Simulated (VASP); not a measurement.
Set up this calculation in VASP 6.6.1, as the native input.

| Item | Value |
| --- | --- |
| Task | single point |
| Functional | PBE |
| Potentials or basis | VASP PAW PBE potentials, release 64 (Zn, S) |
| Cutoff | 520 eV |
| k mesh | 6 × 6 × 4 |
| Occupations | gaussian, width 0.01 eV |
| Spin | no spin polarisation |
| Dipole correction | no |
| Further INCAR settings | ALGO = Fast; EDIFF = 1e-06; NBANDS = 26 |

The structure of ZnS lies in POSCAR:

```
ZnS
1.0
    3.5895904813      0.0000000000      0.0000000000
   -1.7947952406      3.1086765460      0.0000000000
    0.0000000000      0.0000000000      5.8799973210
Zn S
2 2
Direct
    0.0000000000      0.0000000000      0.0000000000
    0.0000000000      0.0000000000      0.5000000000
    0.3333333333      0.6666666667      0.2500000000
    0.6666666667      0.3333333333      0.7500000000
```

The cell was built by a generator and needn't be a form met in nature.

These files were run (other wordings do the same):

INCAR

```
SYSTEM = ZnS
PREC     = Accurate       ! precision mode
ENCUT    = 520            ! plane-wave cutoff, eV
EDIFF    = 1E-6           ! SCF threshold, eV
ISMEAR   = 0              ! smearing method
SIGMA    = 0.01           ! smearing width, eV
LREAL    = .False.        ! projectors in reciprocal space
LASPH    = .True.         ! aspherical terms in the spheres
NELM     = 100            ! most SCF steps
ALGO     = Fast           ! electronic algorithm
ISIF     = 2              ! what is computed and relaxed
LWAVE    = .False.        ! write WAVECAR
LCHARG   = .False.        ! write CHGCAR
GGA      = PE             ! functional
NBANDS   = 26             ! bands
```

KPOINTS

```
regular mesh
0
Gamma
  6 6 4
  0 0 0
```

Potentials or basis: VASP PAW PBE potentials, release 64 (Zn, S).

Command:

```console
$ cat potpaw_PBE.64/Zn/POTCAR potpaw_PBE.64/S/POTCAR > POTCAR
$ mpirun -np 1 vasp_std > vasp.out
```

Results of the run:

```
Pressure               : 2.7 GPa
Band gap on the k mesh : 0.37 eV, indirect (least direct gap 1.68 eV)
```

It took 18 s on 1 thread of Intel(R) Xeon(R) 6975P-C (Granite Rapids) (shared host), peak memory 0.19 GiB.
